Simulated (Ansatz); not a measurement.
FeO:

```
Fe O
1.0
     0.00000    2.38188    2.38188
     2.38188    0.00000    2.38188
     2.38188    2.38188    0.00000
Fe O
1 1
Cartesian
  0.0000 0.0000 0.0000
  1.1909 1.1909 1.1909
```

The cell comes from a database or a generator and needn't be the stable form of this composition.

* Program: Ansatz 0.2.0
* Task: relaxation of cell and atoms
* Functional: HSE03
* Potentials or basis: Ansatz PAW
* Cutoff: 420 eV (not typed: the program's choice for these potentials)
* k mesh: 5 × 5 × 5
* Occupations: fermi-dirac, width 0.05 eV
* Spin: collinear spin, ferromagnetic start
* Starting moments: [3.0, 0.0] μB

At the start: volume 13.51 Å³/atom.

How do energy, volume and symmetry change on relaxing?

It ends after 7 steps and the volume is 11.86 Å³/atom (-12.3 %); space group F-43m (No. 216, to 0.05 Å); moment 4.02 μB per cell.

The path:
```tsv
step	energy change (eV)	largest force (eV/Å)	volume (Å³)
1	0.0000	0.0000	27.03
2	-0.1614	0.0000	24.92
3	-0.1911	0.0000	23.39
4	-0.1927	0.0000	23.75
5	-0.1849	0.0000	23.75
6	-0.1851	0.0000	23.71
7	-0.1849	0.0000	23.71
```

Final structure:
```cif
data_structure
_symmetry_space_group_name_H-M 'P 1'
_symmetry_Int_Tables_number 1
_cell_length_a 3.2249
_cell_length_b 3.2249
_cell_length_c 3.2249
_cell_angle_alpha 60.000
_cell_angle_beta 60.000
_cell_angle_gamma 60.000
_cell_volume 23.72
loop_
_atom_site_label
_atom_site_type_symbol
_atom_site_fract_x
_atom_site_fract_y
_atom_site_fract_z
_atom_site_occupancy
Fe1 Fe 0.00000 0.00000 0.00000 1
O1 O 0.25000 0.25000 0.25000 1
```

Caveat: the k mesh is coarse (spacing up to 0.46 Å⁻¹), so the values aren't converged, least of all with exact exchange; the magnetic or orbital state may not be the lowest; the plane-wave basis is chosen anew once the cell has moved, so the energies of steps on either side of that aren't comparable; the pressure holds a Pulay correction of +0.6 GPa for the finite cutoff; a cell with one magnetic atom can't hold antiferromagnetic order, which such compounds often take; the PAW data sets come from PBE, with cores solved anew for the run's functional, which leaves a small shift of forces and pressure.
